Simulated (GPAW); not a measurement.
Write an ASE script for GPAW 26.7.0 that does the following.

```yaml
Task: single point
Functional: PBEsol
Potentials_or_basis: PAW data sets generated in the run's folder for this functional
Cutoff: 600 eV
Basis: pw
k_mesh: 12 × 12 × 12
Occupations: fermi-dirac, width 0.05 eV
Spin: no spin polarisation
Maxiter: 150
```

The system is W.

```
CELL_PARAMETERS angstrom
-1.58234 1.58234 1.58234
1.58234 -1.58234 1.58234
1.58234 1.58234 -1.58234
ATOMIC_POSITIONS crystal
W 0.00000 0.00000 0.00000
```

The input as run:

run.py

```python
from ase import Atoms
from ase.dft.bandgap import bandgap
from ase.io import write
from ase.units import GPa
from gpaw import GPAW, PW, setup_paths

setup_paths.insert(0, '.')

atoms = Atoms(['W'],
              cell=[[-1.582345, 1.582345, 1.582345],
                    [1.582345, -1.582345, 1.582345],
                    [1.582345, 1.582345, -1.582345]],
              scaled_positions=[[0.0, 0.0, 0.0]],
              pbc=True)

calc = GPAW(mode=PW(600),
            xc='PBEsol',
            kpts={'size': (12, 12, 12), 'gamma': True},
            occupations={'name': 'fermi-dirac', 'width': 0.05},
            nbands=16,
            convergence={'density': 1e-05, 'energy': 1e-05},
            maxiter=150,
            txt='gpaw.txt')
atoms.calc = calc
energy = atoms.get_potential_energy()
forces = atoms.get_forces()
stress = atoms.get_stress()
calc.write('gs.gpw')
write('result.traj', atoms)
print(f'Energy: {energy:.6f} eV')
print('Forces (eV/A):')
print(forces.round(4))
print('Stress (GPa):', (stress / GPa).round(3))
print('Fermi level:', round(calc.get_fermi_level(), 4), 'eV')
print(f'Gap: {bandgap(calc)[0]:.4f} eV, direct: {bandgap(calc, direct=True)[0]:.4f} eV')
```

Potentials or basis: PAW data sets generated in the run's folder for this functional, pw.

Command:

```sh
$ gpaw-setup -f PBEsol W
$ OMP_NUM_THREADS=1 python run.py
```

It gave:

```yaml
Pressure: -3.3 GPa
Band_gap_on_the_k_mesh: none (metal or under the smearing width)
```

It took 14 s on 1 thread of Arm Neoverse V1, with other jobs on the host, peak memory 0.14 GiB.
